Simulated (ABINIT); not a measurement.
# Rh (Fm-3m) in ABINIT: notebook, part 2 of 2

ABINIT 10.8.3 (patched build). The steps go on from the part before.

## Step 4: Equation of state, LDA

Input file run.abi:

```
ndtset 7
getwfk -1
scalecart1 3*0.9795861087
scalecart2 3*0.9864848297
scalecart3 3*0.9932883884
scalecart4 3*1.0000000000
scalecart5 3*1.0066227096
scalecart6 3*1.0131594038
scalecart7 3*1.0196128224

pp_dirpath "./"
pseudos "Rh.hgh"

acell 2.6839652093 2.6839652093 2.6839652093 Angstrom
rprim
     0.0000000000     0.7071067812     0.7071067812
     0.7071067812     0.0000000000     0.7071067812
     0.7071067812     0.7071067812     0.0000000000
ntypat 1
znucl 45
natom 1
typat 1
xred
     0.0000000000     0.0000000000     0.0000000000

ecut 27.0

kptopt 1
ngkpt 12 12 12
nshiftk 1
shiftk 0.0 0.0 0.0

ixc 7

nband 9
occopt 3
tsmear 0.05 eV

nstep 100
tolvrs 1.0e-10

iomode 3
prtwf 1
prtden 0
prteig 0
prtebands 0
enunit 1
```

Potentials or basis: HGH LDA.

Command:

```sh
$ abinit run.abi > log 2>&1
```

run.abo:

```text
.Version 10.8.3 of ABINIT
 DATASET    1 : space group Fm -3 m (#225); Bravais cF (face-center cubic)
================================================================================
 Values of the parameters that define the memory need for DATASET  1.
     intxc =       0    ionmov =       0      iscf =       7    lmnmax =       6
     lnmax =       6     mgfft =      24  mpssoang =       3    mqgrid =    3001
     natom =       1  nloc_mem =       1    nspden =       1   nspinor =       1
    nsppol =       1      nsym =      48    n1xccc =       0    ntypat =       1
    occopt =       3   xclevel =       1
       mpw =         604          nfft =       13824          nkpt =          72
================================================================================
================================================================================
[... 61 lines left out ...]
 DATASET    7 : space group Fm -3 m (#225); Bravais cF (face-center cubic)
================================================================================
[... 1094 lines left out ...]
            fcart6    -0.0000000000E+00 -0.0000000000E+00 -0.0000000000E+00
            fcart7    -0.0000000000E+00 -0.0000000000E+00 -0.0000000000E+00
            rprim1     0.0000000000E+00  6.9267198023E-01  6.9267198023E-01
                       6.9267198023E-01  0.0000000000E+00  6.9267198023E-01
                       6.9267198023E-01  6.9267198023E-01  0.0000000000E+00
[... 17 lines left out ...]
                       7.2097514092E-01  7.2097514092E-01  0.0000000000E+00
           strten1     3.2955787364E-03  3.2955787364E-03  3.2955787364E-03
                       0.0000000000E+00  0.0000000000E+00  0.0000000000E+00
           strten2     3.4880592651E-03  3.4880592651E-03  3.4880592651E-03
                       0.0000000000E+00  0.0000000000E+00  0.0000000000E+00
           strten3     3.6544175951E-03  3.6544175951E-03  3.6544175951E-03
                       0.0000000000E+00  0.0000000000E+00  0.0000000000E+00
           strten4     3.7962208894E-03  3.7962208894E-03  3.7962208894E-03
                       0.0000000000E+00  0.0000000000E+00  0.0000000000E+00
           strten5     3.9172922455E-03  3.9172922455E-03  3.9172922455E-03
                       0.0000000000E+00  0.0000000000E+00  0.0000000000E+00
           strten6     4.0163519596E-03  4.0163519596E-03  4.0163519596E-03
                       0.0000000000E+00  0.0000000000E+00  0.0000000000E+00
           strten7     4.1010263103E-03  4.1010263103E-03  4.1010263103E-03
                       0.0000000000E+00  0.0000000000E+00  0.0000000000E+00
 Calculation completed.
```

Wall time 47 s (1 thread of Arm Neoverse V1, shared host); peak memory 0.12 GiB.

Results:

| Property | Result |
| --- | --- |
| Equilibrium volume | 13.66 Å³/atom (rough: see the caveat) |
| Bulk modulus | 266 GPa (rough) |

Energy against volume, from the lowest point:
| volume (Å³/atom) | energy (meV/atom) |
| --- | --- |
| 12.851 | 32.88 |
| 13.125 | 18.14 |
| 13.398 | 3.16 |
| 13.671 | 0.00 |
| 13.945 | 1.86 |
| 14.218 | 25.94 |
| 14.492 | 45.04 |

Caveat: the cutoff is too short for stress, so the log's stress isn't used; pressures at fixed basis lie under the slope of the energies; the fit is doubtful: noisy points or a state that changes with volume; HGH potentials are hard and often keep d shells in the core, so these values are rough.

## Step 5: Band structure, PBE

Input file run.abi:

```
# Datasets: ground state, then fixed potential
ndtset 2

# Pseudopotentials
pp_dirpath "./"
pseudos "Rh.upf"

# Structure
acell 2.6839652093 2.6839652093 2.6839652093 Angstrom
rprim
     0.0000000000     0.7071067812     0.7071067812
     0.7071067812     0.0000000000     0.7071067812
     0.7071067812     0.7071067812     0.0000000000
ntypat 1
znucl 45
natom 1
typat 1
xred
     0.0000000000     0.0000000000     0.0000000000

# Plane-wave basis
ecut 1197.300995 eV

# Exchange and correlation
ixc 11

# Bands and occupations
occopt 3
tsmear 0.05 eV

# SCF cycle
nstep 100

# Output
iomode 3
prtwf 0
prteig 0
prtebands 0
enunit 1
prtden1 1
prtvha1 1
prtvclmb1 1
prtpot1 1
prtelf1 1

# Dataset 1
kptopt1 1
ngkpt1 12 12 12
nshiftk1 1
shiftk1 0.0 0.0 0.0
nband1 13
tolvrs1 1.0e-10

# Dataset 2: bands along G-X-W-K-G-L-U-W-L-K
iscf2 -2
getden2 1
nband2 19
nbdbuf2 4
tolwfr2 1.0e-11
kptopt2 -9
ndivsm2 5
prteig2 1
kptbounds2
     0.0000000000     0.0000000000     0.0000000000
     0.5000000000     0.0000000000     0.5000000000
     0.5000000000     0.2500000000     0.7500000000
     0.3750000000     0.3750000000     0.7500000000
     0.0000000000     0.0000000000     0.0000000000
     0.5000000000     0.5000000000     0.5000000000
     0.6250000000     0.2500000000     0.6250000000
     0.5000000000     0.2500000000     0.7500000000
     0.5000000000     0.5000000000     0.5000000000
     0.3750000000     0.3750000000     0.7500000000
```

Potentials or basis: PseudoDojo NC SR PBE v0.5 standard.

Command:

```sh
$ abinit run.abi > log 2>&1
```

Run time: 50 s. Hardware: 1 thread of Arm Neoverse V1, shared host; peak memory 0.12 GiB.

The run converged. Its results:

```
Free energy                                           : -3191.5995 eV
Pressure                                              : 7.5 GPa
Band gap on the k mesh                                : none (metal or under the smearing width)
Valence electrons inside the program's atomic spheres : Rh 14.08 (radii [1.0584] Å)
```

Levels at the corners of the path, in eV from the Fermi level:
```csv
point,band 4,band 5,band 6,band 7,band 8,band 9,band 10,band 11,band 12,band 13
Γ,-46.41,-8.01,-3.13,-3.13,-3.13,-1.02,-1.02,16.16,21.60,21.60
X,-46.69,-6.39,-6.02,0.52,0.97,0.97,3.26,12.32,13.40,13.40
W,-46.69,-5.08,-3.85,-3.85,-1.24,0.98,9.66,9.66,11.33,12.69
K,-46.63,-5.58,-4.83,-2.10,-0.72,0.36,7.89,8.65,12.09,16.59
Γ,-46.41,-8.01,-3.13,-3.13,-3.13,-1.02,-1.02,16.16,21.60,21.60
L,-46.52,-6.19,-3.21,-3.21,0.55,0.55,0.71,8.68,15.64,21.44
U,-46.63,-5.58,-4.83,-2.10,-0.72,0.36,7.89,8.65,12.09,16.59
W,-46.69,-5.08,-3.85,-3.85,-1.24,0.98,9.66,9.66,11.33,12.69
L,-46.52,-6.19,-3.21,-3.21,0.55,0.55,0.71,8.68,15.64,21.44
K,-46.63,-5.58,-4.83,-2.10,-0.72,0.36,7.89,8.65,12.09,16.59
```

## Step 6: Comparison with measurements

Step 2. Measured bulk modulus of Rh: 264 GPa (quoted in “Thermal equation of state of rhodium characterized by XRD in a resistively heated diamond anvil cell”, 2024, pmc:11535440). This calculation gives 259 GPa (-2.0 %). The fit is for a static lattice scaled at fixed shape and fixed fractional positions.
